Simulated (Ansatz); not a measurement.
**MoP: further runs on the relaxed cell**

One table from this session's results is given with a row withheld; the runs are named, their logs left out.

Method: DFT PBE, scalar-relativistic, plane waves, PAW, in Ansatz 0.2.0.

1 further run of the same task is left out (set aside as unsound or not needed).

### The structure to begin with

Symmetry: P-6m2, No. 187, hexagonal system. The conventional cell has a = 3.242 Å, b = 3.242 Å, c = 3.194 Å, α = 90.00°, β = 90.00°, γ = 120.00°. Mo (site symmetry -6m2) is surrounded by 6 P at 2.46 Å. Around P (site symmetry -6m2) lie 6 Mo at 2.46 Å.

Coordinates:

```
CELL_PARAMETERS angstrom
3.24154 0.00000 0.00000
-1.62077 2.80725 0.00000
0.00000 0.00000 3.19442
ATOMIC_POSITIONS crystal
Mo 0.00000 0.00000 0.00000
P 0.33333 0.66667 0.50000
```

It is the result of an earlier relaxation at this level (volume 14.53 Å³/atom; gap on the mesh: none (metal)).

Set-up of the first run:

File input.yaml:

```yaml
crystal:
  lattice:
    - [3.2415364969, 0.0, 0.0]
    - [-1.6207682485, 2.8072529536, 0.0]
    - [0.0, 0.0, 3.1944186373]
  atoms:
    - { symbol: Mo, position: [0.0, 0.0, 0.0] }
    - { symbol: P, position: [0.3333333333, 0.6666666667, 0.5] }
basis:
  ecutwfc: 420
kpoints:
  mp_grid: { grid: [15, 15, 14] }
  band_path:
    path:
      - [[0.0, 0.0, 0.0], [0.5, 0.0, 0.0], [0.33333333, 0.33333333, 0.0], [0.0, 0.0, 0.0], [0.0, 0.0, 0.5], [0.5, 0.0, 0.5], [0.33333333, 0.33333333, 0.5], [0.0, 0.0, 0.5]]
      - [[0.5, 0.0, 0.5], [0.5, 0.0, 0.0]]
      - [[0.33333333, 0.33333333, 0.5], [0.33333333, 0.33333333, 0.0]]
    npoints: 14
hamiltonian:
  xc: pbe
scf:
  occupations: { method: gaussian, width: 0.1 }
  n_extra_bands: 6
output:
  forces: true
  stress: true
  eigenvalues: true
  populations: true
  dos: { projected: true, de: 0.02, nscf_kmesh: { grid: [23, 23, 21] } }
  bader: true
  write_density: true
  write_potential: true
  elf: true
  volumetric_format: npy
```

The run is started by

```console
> ansatz run input.yaml --threads 1 --pin off --max-ram 2560MiB --backend cpu --events-out ev --progress --plain --runs-dir out
```

Among the steps run: Static run: bands, density of states and charges; Back to the database's cell; Volume × 0.97; Volume × 1.03; Point at V/V0 = 0.94; Volume × 1.06; The cell scaled to 0.91 of its volume; Volume × 1.10; Volume × 0.88.

One table of the session follows, with a row left open; its other results are not shown here.

It belongs to the step «Equation of state». 

| volume (Å³/atom) | energy above the lowest point (meV/atom) | pressure (GPa) |
| --- | --- | --- |
| 12.790 | 176.0 | 36.25 |
| 13.226 | 93.2 | 24.88 |
| 13.662 | 39.0 | 15.22 |
| 14.098 | 9.2 | 6.99 |
| 14.534 | 0.0 | 0.00 |
| 14.970 | 8.4 | -5.96 |
| 15.406 | ? | ? |
| 15.988 | 82.3 | -16.59 |

Q: Estimate the row for volume (Å³/atom) = 15.406 from the others.

Worked estimate for «energy above the lowest point (meV/atom)». A straight line through the neighbours (14.970, 8.4) and (15.988, 82.3) gives 8.4 + (82.3 − 8.4) × (15.406 − 14.970) / (15.988 − 14.970) = 40.1; a parabola fitted to 3 rows on both sides gives 30.7.

**Answer.** energy above the lowest point (meV/atom): 31.8; pressure (GPa): -11.02. In «energy above the lowest point (meV/atom)» the line misses by +8.3 and the parabola by -1.1.
